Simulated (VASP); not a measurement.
# CdS (F-43m) in VASP: notebook, part 2 of 2

VASP 6.6.1. The steps go on from the part before.

## Step 3: Relaxation of cell and atoms, PBEsol

This run uses another cell than the first one, of 24.86 Å³/atom, 1.002 times its volume.

INCAR reads:

```
PREC = Accurate
ENCUT = 600
EDIFF = 1E-7
ISMEAR = 0
SIGMA = 0.03
LREAL = False
LASPH = True
NELM = 80
ALGO = Normal
ISIF = 3
LWAVE = False
LCHARG = False
GGA = PS
IBRION = 2
NSW = 90
EDIFFG = -0.005
```

KPOINTS reads:

```
regular mesh
0
Gamma
  8 8 8
```

POSCAR reads:

```
CdS                                     
1.0
    0.0000000000      2.9184609114      2.9184609114
    2.9184609114      0.0000000000      2.9184609114
    2.9184609114      2.9184609114     -0.0000000000
  Cd              S             
     1     1
Direct
     1.0000000000000000    0.0000000000000000    1.0000000000000000
     0.2500000000000000    0.2500000000000000    0.2500000000000000
```

Potentials or basis: VASP PAW PBE potentials, release 64 (Cd, S).

Started as:

```
cat potpaw_PBE.64/Cd/POTCAR potpaw_PBE.64/S/POTCAR > POTCAR
mpirun -np 1 vasp_std > vasp.out
```

OUTCAR:

```text
PREC = Accurate
   ENCUT = 600
   EDIFF = 1E-7
   ISMEAR = 0
   LREAL = False
   LASPH = True
   NELM = 80
   ISIF = 3
   GGA = PS
   IBRION = 2
   NSW = 90
   EDIFFG = -0.005

 ion  position               nearest neighbor table
   1  0.000  0.000  0.000-   2 2.53   2 2.53   2 2.53   2 2.53
   2  0.250  0.250  0.250-   1 2.53   1 2.53   1 2.53   1 2.53

  LATTYP: Found a face centered cubic cell.
 ALAT       =     5.8369218228

  Lattice vectors:

[... 613 lines left out ...]
      9      -0.0393      2.00000
     10       5.4887      0.00000
     11       6.8903      0.00000
     12       8.3200      0.00000
     13       9.4624      0.00000

 [... further k-points ...]
[... 5 lines left out ...]
  --------------------------------------------------------------------------------------
  -------------------------------------------------------------------------------------
  Total        0.0043425      0.0043425      0.0043425     -0.0000000      0.0000000      0.0000000
  in kB        0.1400656      0.1400656      0.1400656     -0.0000000      0.0000000      0.0000000
  external PRESSURE =       0.1400656 kB  Pullay stress =       0.0000000 kB

 VOLUME and BASIS-vectors are now :
 -----------------------------------------------------------------------------
  energy-cutoff  :      600.00
  volume of cell :       49.67
      direct lattice vectors                 reciprocal lattice vectors
     0.000000000  2.917635263  2.917635263    -0.171371661  0.171371661  0.171371661
     2.917635263  0.000000000  2.917635263     0.171371661 -0.171371661  0.171371661
     2.917635263  2.917635263  0.000000000     0.171371661  0.171371661 -0.171371661

 POSITION                                       TOTAL-FORCE (eV/Angst)
 -----------------------------------------------------------------------------------
      5.83527      5.83527      5.83527        -0.000000     -0.000000      0.000000
      1.45882      1.45882      1.45882         0.000000      0.000000     -0.000000
 -----------------------------------------------------------------------------------
    total drift:                               -0.000000     -0.000000     -0.000000

  FREE ENERGIE OF THE ION-ELECTRON SYSTEM (eV)
  ---------------------------------------------------
  free  energy   TOTEN  =        -6.8137189449 eV

  energy  without entropy=       -6.8137189449  energy(sigma->0) =       -6.81371894

 reached required accuracy - stopping structural energy minimisation
```

OSZICAR:

```text
N       E                     dE             d eps       ncg     rms          rms(c)
DAV:   1     0.117319772872E+03    0.11732E+03   -0.10075E+04   770   0.143E+03
DAV:   2    -0.190771491995E+01   -0.11923E+03   -0.11345E+03   849   0.309E+02
DAV:   3    -0.727238363976E+01   -0.53647E+01   -0.53477E+01   894   0.676E+01
[... 15 lines left out ...]
DAV:   2    -0.681372928093E+01    0.11209E-03   -0.27772E-04   829   0.279E-01    0.299E-02
DAV:   3    -0.681371856749E+01    0.10713E-04   -0.32084E-05   814   0.690E-02    0.247E-02
DAV:   4    -0.681371862390E+01   -0.56415E-07   -0.18464E-06   769   0.161E-02    0.487E-03
DAV:   5    -0.681371887757E+01   -0.25367E-06   -0.36100E-07   694   0.100E-02    0.152E-03
DAV:   6    -0.681371894488E+01   -0.67309E-07   -0.51975E-08   392   0.315E-03
   2 F= -.68137189E+01 E0= -.68137189E+01  d E =-.318825E-05
```

CONTCAR:

```text
CdS
   1.00000000000000
     0.0000000000000000    2.9176352628076954    2.9176352628076954
     2.9176352628076954    0.0000000000000000    2.9176352628076954
     2.9176352628076954    2.9176352628076954    0.0000000000000000
  Cd              S
     1     1
Direct
     1.0000000000000000    1.0000000000000000    1.0000000000000000
     0.2500000000000000    0.2500000000000000    0.2500000000000000

  0.00000000E+00  0.00000000E+00  0.00000000E+00
  0.00000000E+00  0.00000000E+00  0.00000000E+00
```

It took 42 s on 1 thread of Intel Xeon Platinum 8175M at 2.50GHz (Skylake/Cascade Lake), shared host; peak memory 0.22 GiB.

What came out:

| Property | Result |
| --- | --- |
| Free energy | -6.8137 eV |
| Relaxed volume | 24.84 Å³/atom |
| Relaxed cell | a = 4.126 Å, b = 4.126 Å, c = 4.126 Å, α = 60.00°, β = 60.00°, γ = 60.00° |
| Space group after relaxing (to 0.05 Å) | F-43m (No. 216) |
| Energy gained by relaxing | 0.0 meV/atom |
| Ionic steps | 2 |
| Pressure after relaxing | 0.0 GPa |
| Band gap on the k mesh | 1.01 eV, direct |

Final structure:
```cif
data_structure
_symmetry_space_group_name_H-M 'P 1'
_symmetry_Int_Tables_number 1
_cell_length_a 4.1262
_cell_length_b 4.1262
_cell_length_c 4.1262
_cell_angle_alpha 60.000
_cell_angle_beta 60.000
_cell_angle_gamma 60.000
_cell_volume 49.67
loop_
_atom_site_label
_atom_site_type_symbol
_atom_site_fract_x
_atom_site_fract_y
_atom_site_fract_z
_atom_site_occupancy
Cd1 Cd 0.00000 0.00000 0.00000 1
S1 S 0.25000 0.25000 0.25000 1
```

Caveat: the PAW data sets were made with another functional, which shifts forces and pressure a little. PBEsol gaps usually lie below the measured ones, often by a third to a half.
